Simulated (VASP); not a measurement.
# H2 in VASP: relaxation of the atoms with rev-vdW-DF2

Aim: the relaxation of the atoms of H2 with rev-vdW-DF2.

Everything below comes from runs of VASP 6.6.1. Logs are shortened: lines on timing, memory, paths and dates and some standing lists are left out, and cuts for length are marked.

## Step 1: Starting point

The cell holds a molecule_in_box, 2 atoms: a = 14.000 Å, b = 14.500 Å, c = 15.000 Å, α = 90.00°, β = 90.00°, γ = 90.00°.

## Step 2: Relaxation of the atoms, rev-vdW-DF2

The input, INCAR:

```
SYSTEM = H
PREC = Accurate ; ENCUT = 450
EDIFF = 1E-6 ; ISMEAR = 0
SIGMA = 0.005 ; LREAL = .False.
LASPH = .True. ; NELM = 200
ALGO = Normal ; ISIF = 2
LWAVE = .False. ; LCHARG = .False.
GGA = MK ; LUSE_VDW = .True.
AGGAC = 0.0 ; PARAM1 = 0.1234
PARAM2 = 0.711357 ; ZAB_VDW = -1.8867
IBRION = 2 ; NSW = 80
EDIFFG = -0.01 ; ISYM = 0
```

The input, KPOINTS:

```
regular mesh
0
Gamma
  1 1 1
  0 0 0
```

The input, POSCAR:

```
H
1.0
   14.0000000000      0.0000000000      0.0000000000
    0.0000000000     14.5000000000      0.0000000000
    0.0000000000      0.0000000000     15.0000000000
H
2
Direct
    0.4751409400      0.4989812700      0.5011822400
    0.5248590600      0.5010187300      0.4988177600
```

Potentials or basis: VASP PAW PBE potentials, release 64 (H).

Run with:

```sh
$ cat potpaw_PBE.64/H/POTCAR > POTCAR
$ mpirun -np 2 vasp_gam > vasp.out
```

OUTCAR:

```text
SYSTEM = H
   PREC = Accurate
   ENCUT = 450
   EDIFF = 1E-6
   ISMEAR = 0
   LREAL = .False.
   LASPH = .True.
   NELM = 200
   ISIF = 2
   GGA = MK
   IBRION = 2
   NSW = 80
   EDIFFG = -0.01
   ISYM = 0

 ion  position               nearest neighbor table
   1  0.475  0.499  0.501-   2 0.70
   2  0.525  0.501  0.499-   1 0.70

IMPORTANT INFORMATION: All symmetrisations will be switched off!
NOSYMM: (Re-)initialisation of all symmetry stuff for point group C_1.

----------------------------------------------------------------------------------------

                                     Primitive cell

  volume of cell :    3045.0000

  direct lattice vectors                    reciprocal lattice vectors
    14.000000000  0.000000000  0.000000000     0.071428571  0.000000000  0.000000000
     0.000000000 14.500000000  0.000000000     0.000000000  0.068965517  0.000000000
     0.000000000  0.000000000 15.000000000     0.000000000  0.000000000  0.066666667

  length of vectors
    14.000000000 14.500000000 15.000000000     0.071428571  0.068965517  0.066666667

  position of ions in fractional coordinates (direct lattice)
     0.475140940  0.498981270  0.501182240
     0.524859060  0.501018730  0.498817760

  ion indices of the primitive-cell ions
   primitive index   ion index
                 1           1
                 2           2

----------------------------------------------------------------------------------------

 KPOINTS: regular mesh

Automatic generation of k-mesh.
 Grid dimensions read from file:
 generate k-points for:    1    1    1

 Generating k-lattice:

  Cartesian coordinates                     Fractional coordinates (reciprocal lattice)
     0.071428571  0.000000000  0.000000000     1.000000000  0.000000000  0.000000000
     0.000000000  0.068965517  0.000000000     0.000000000  1.000000000  0.000000000
     0.000000000  0.000000000  0.066666667     0.000000000  0.000000000  1.000000000

  Length of vectors
     0.071428571  0.068965517  0.066666667

  Shift w.r.t. Gamma in fractional coordinates (k-lattice)
     0.000000000  0.000000000  0.000000000

 Subroutine IBZKPT returns following result:
 ===========================================

 Found      1 irreducible k-points:

 Following reciprocal coordinates:
            Coordinates               Weight
  0.000000  0.000000  0.000000      1.000000
   k-points           NKPTS =      1   k-points in BZ     NKDIM =      1   number of bands    NBANDS=      6
   number of dos      NEDOS =    301   number of ions     NIONS =      2
   total plane-waves  NPLWV = ******
   dimension x,y,z NGX =    98 NGY =  100 NGZ =  108
   dimension x,y,z NGXF=   196 NGYF=  200 NGZF=  216
   ions per type =               2
   NGX,Y,Z   is equivalent  to a cutoff of  11.64, 11.47, 11.97 a.u.
   NGXF,Y,Z  is equivalent  to a cutoff of  23.27, 22.93, 23.94 a.u.
 SYSTEM =  H
   PREC   = accura    normal or accurate (medium, high low for compatibility)
   ISTART =      0    job   : 0-new  1-cont  2-samecut
   ICHARG =      2    charge: 1-file 2-atom 10-const
   ISPIN  =      1    spin polarized calculation?
   LNONCOLLINEAR =      F non collinear calculations
   LSORBIT =      F    spin-orbit coupling
   LASPH  =      T    aspherical Exc in radial PAW
   ENCUT  =  450.0 eV  33.07 Ry    5.75 a.u.  24.22 25.08 25.95*2*pi/ulx,y,z
   NELM   =    200;   NELMIN=  2; NELMDL= -5     # of ELM steps
   EDIFF  = 0.1E-05   stopping-criterion for ELM
   LREAL  =      F    real-space projection
   EDIFFG = -.1E-01   stopping-criterion for IOM
   NSW    =     80    number of steps for IOM
   IBRION =      2    ionic relax: 0-MD 1-quasi-New 2-CG
   NFREE  =      1    steps in history (QN), initial steepest desc. (CG)
   ISIF   =      2    stress and relaxation
   ISYM   =      0    0-nonsym 1-usesym 2-fastsym
   POTIM  = 0.5000    time-step for ionic-motion
   TEBEG  =    0.0;   TEEND  =   0.0 temperature during run
   PSTRESS=    0.0 pullay stress
   NELECT =       2.0000    total number of electrons
   NUPDOWN=      -1.0000    fix difference up-down
   EMIN   =  10.00;   EMAX   =-10.00  energy-range for DOS
   EFERMI =   0.00;   METHOD = LEGACY
   ISMEAR =     0;   SIGMA  =   0.01  broadening in eV -4-tet -1-fermi 0-gaus
   EFERMI_NEDOS =   21; number of points for ismear=-14 and -15
   IALGO  =     38    algorithm
   IMIX   =      4    mixing-type and parameters
     AMIX     =   0.40;   BMIX     =  1.00
     AMIX_MAG =   1.60;   BMIX_MAG =  1.00
  volume/ion in A,a.u.               =    1522.50     10274.34
  Fermi-wavevector in a.u.,A,eV,Ry     =   0.142306  0.268919  0.275531  0.020251
  Thomas-Fermi vector in A             =   0.804387
   LORBIT       =      0    0 simple, 1 ext, 2 COOP (PROOUT), +10 PAW based schemes
   GGA     = MK    functional components
   LHFCALC =     F    Hartree Fock is set to
   AEXX    =    0.0000 exact exchange contribution
   IVDW_NL    =     1    kernel type
   BPARAM     = 6.3000
   IVDW    =     0    specifies the selected vdW correction
   LEPSILON=     F    determine dielectric tensor
   LRPA    =     F    only Hartree local field effects (RPA)
 conjugate gradient relaxation of ions
 non-spin polarized calculation
 Gauss-broadening in eV      SIGMA  =   0.01
  energy-cutoff  :      450.00
  volume of cell :     3045.00
 maximum number of plane-waves:     33027
 NGX is ok and might be reduce to    98
   NGX = 49   NGY = 51   NGZ = 51

--------------------------------------- Ionic step        1  -------------------------------------------

 number of electron       2.0000002 magnetization

 Free energy of the ion-electron system (eV)
  ---------------------------------------------------
  ext. energy  EPLUGINS =         0.00000000
  ---------------------------------------------------
  free energy    TOTEN  =        -6.62410909 eV

  energy without entropy =       -6.62410909  energy(sigma->0) =       -6.62410909

------------------------ aborting loop because EDIFF is reached ----------------------------------------

  FORCE on cell =-STRESS in cart. coord.  units (eV):
  Direction    XX          YY          ZZ          XY          YZ          ZX
  --------------------------------------------------------------------------------------
  -------------------------------------------------------------------------------------
  Total        1.3958129     -0.0747527     -0.0736164      0.0625013     -0.0031593     -0.0751115
  in kB        0.7344301     -0.0393324     -0.0387345      0.0328861     -0.0016623     -0.0395212
  external PRESSURE =       0.2187877 kB  Pullay stress =       0.0000000 kB
[... 23 lines left out ...]
Total vdW correction in eV:      0.4516920

--------------------------------------- Ionic step        2  -------------------------------------------

 number of electron       1.9999999 magnetization

 E-fermi :  -9.6568     XC(G=0):  -0.2474

 val. band max:       -9.7121622260   @ k =   0.0000   0.0000   0.0000
 cond. band min:      -0.4915323261   @ k =   0.0000   0.0000   0.0000
 fundamental gap:      9.2206298999
 Fermi energy:        -9.6568128050

 k-point     1 :       0.0000    0.0000    0.0000
  band No.  band energies     occupation
      1      -9.7122      2.00000
      2      -0.4915      0.00000
      3      -0.2291      0.00000
      4       0.3031      0.00000
      5       0.3308      0.00000
      6       0.4282      0.00000

------------------------ aborting loop because EDIFF is reached ----------------------------------------

  FORCE on cell =-STRESS in cart. coord.  units (eV):
  Direction    XX          YY          ZZ          XY          YZ          ZX
  --------------------------------------------------------------------------------------
  -------------------------------------------------------------------------------------
  Total       -3.0555251     -0.0710305     -0.0733930     -0.1268281      0.0064825      0.1523810
  in kB       -1.6077153     -0.0373739     -0.0386170     -0.0667327      0.0034109      0.0801778
  external PRESSURE =      -0.5612354 kB  Pullay stress =       0.0000000 kB
[... 55 lines left out ...]
  FREE ENERGIE OF THE ION-ELECTRON SYSTEM (eV)
  ---------------------------------------------------
  free  energy   TOTEN  =        -6.6770857724 eV

  energy  without entropy=       -6.6770857724  energy(sigma->0) =       -6.67708577

Total vdW correction in eV:      0.4482208

[... ionic steps 4 to 13 ...]

--------------------------------------- Ionic step       14  -------------------------------------------

 number of electron       2.0000000 magnetization

------------------------ aborting loop because EDIFF is reached ----------------------------------------

  FORCE on cell =-STRESS in cart. coord.  units (eV):
  Direction    XX          YY          ZZ          XY          YZ          ZX
  --------------------------------------------------------------------------------------
  -------------------------------------------------------------------------------------
  Total       -0.0798203     -0.0746106     -0.0746288     -0.0002141      0.0000350      0.0002776
  in kB       -0.0419988     -0.0392576     -0.0392672     -0.0001127      0.0000184      0.0001460
  external PRESSURE =      -0.0401745 kB  Pullay stress =       0.0000000 kB
[... 61 lines left out ...]
Total vdW correction in eV:      0.4483847

--------------------------------------- Ionic step       16  -------------------------------------------

 number of electron       2.0000000 magnetization

 Free energy of the ion-electron system (eV)
  ---------------------------------------------------
  ext. energy  EPLUGINS =         0.00000000
  ---------------------------------------------------
  free energy    TOTEN  =        -6.67716535 eV

  energy without entropy =       -6.67716535  energy(sigma->0) =       -6.67716535

 E-fermi : -10.3525     XC(G=0):  -0.2278

 val. band max:      -10.3766898837   @ k =   0.0000   0.0000   0.0000
 cond. band min:      -0.2048719826   @ k =   0.0000   0.0000   0.0000
 fundamental gap:     10.1718179011
 Fermi energy:       -10.3524580226

 k-point     1 :       0.0000    0.0000    0.0000
  band No.  band energies     occupation
      1     -10.3767      2.00000
      2      -0.2049      0.00000
      3       0.0210      0.00000
      4       0.3649      0.00000
      5       0.3904      0.00000
      6       0.3930      0.00000

------------------------ aborting loop because EDIFF is reached ----------------------------------------

  FORCE on cell =-STRESS in cart. coord.  units (eV):
  Direction    XX          YY          ZZ          XY          YZ          ZX
  --------------------------------------------------------------------------------------
  -------------------------------------------------------------------------------------
  Total       -0.0884228     -0.0751094     -0.0751289     -0.0005583      0.0000524      0.0006920
  in kB       -0.0465251     -0.0395201     -0.0395303     -0.0002938      0.0000276      0.0003641
  external PRESSURE =      -0.0418585 kB  Pullay stress =       0.0000000 kB
[... 17 lines left out ...]
  FREE ENERGIE OF THE ION-ELECTRON SYSTEM (eV)
  ---------------------------------------------------
  free  energy   TOTEN  =        -6.6771653477 eV

  energy  without entropy=       -6.6771653477  energy(sigma->0) =       -6.67716535

Total vdW correction in eV:      0.4483714

 reached required accuracy - stopping structural energy minimisation
```

Run time: 49 min. Hardware: 2 MPI ranks of AMD EPYC 9R45 (Zen 5), shared host; peak memory 3.2 GiB.

Results:

* Free energy: -6.6772 eV
* Energy gained by relaxing: 26.5 meV/atom
* Ionic steps: 16
* Largest force after relaxing: 0.006 eV/Å
* Gap between the frontier levels: 10.17 eV

Forces on the atoms (eV/Å):
```
H   -0.006  0.000  0.000
H    0.006  0.000  0.000
```

The path:
| step | energy change (eV) | largest force (eV/Å) | pressure (GPa) |
| --- | --- | --- | --- |
| 1 | 0.0000 | 2.1433 | 0.02 |
| 2 | 0.2459 | 3.3297 | -0.06 |
| 3 | -0.0530 | 0.0731 | -0.01 |
| 4 | -0.0531 | 0.0119 | 0.00 |
| 5 | -0.0530 | 0.0243 | 0.00 |
| 6 | -0.0530 | 0.0234 | 0.00 |
| 7 | -0.0531 | 0.0211 | 0.00 |
| 8 | -0.0531 | 0.0210 | 0.00 |
| 9 | -0.0531 | 0.0210 | 0.00 |
| 10 | -0.0531 | 0.0209 | 0.00 |
| 11 | -0.0531 | 0.0206 | 0.00 |
| 12 | -0.0531 | 0.0202 | 0.00 |
| 13 | -0.0531 | 0.0193 | 0.00 |
| 14 | -0.0531 | 0.0174 | 0.00 |
| 15 | -0.0531 | 0.0137 | 0.00 |
| 16 | -0.0531 | 0.0064 | 0.00 |

Final structure:
```
CELL_PARAMETERS angstrom
14.00000 0.00000 0.00000
0.00000 14.50000 0.00000
0.00000 0.00000 15.00000
ATOMIC_POSITIONS crystal
H 0.47327 0.49891 0.50127
H 0.52673 0.50109 0.49873
```

Levels at points of the mesh, in eV from the valence-band top:
```csv
k point,band 1,band 2,band 3,band 4,band 5
"(0.00, 0.00, 0.00)",0.00,10.17,10.40,10.74,10.77
```

Caveat: the PAW data sets were made with another functional, which shifts forces and pressure a little.
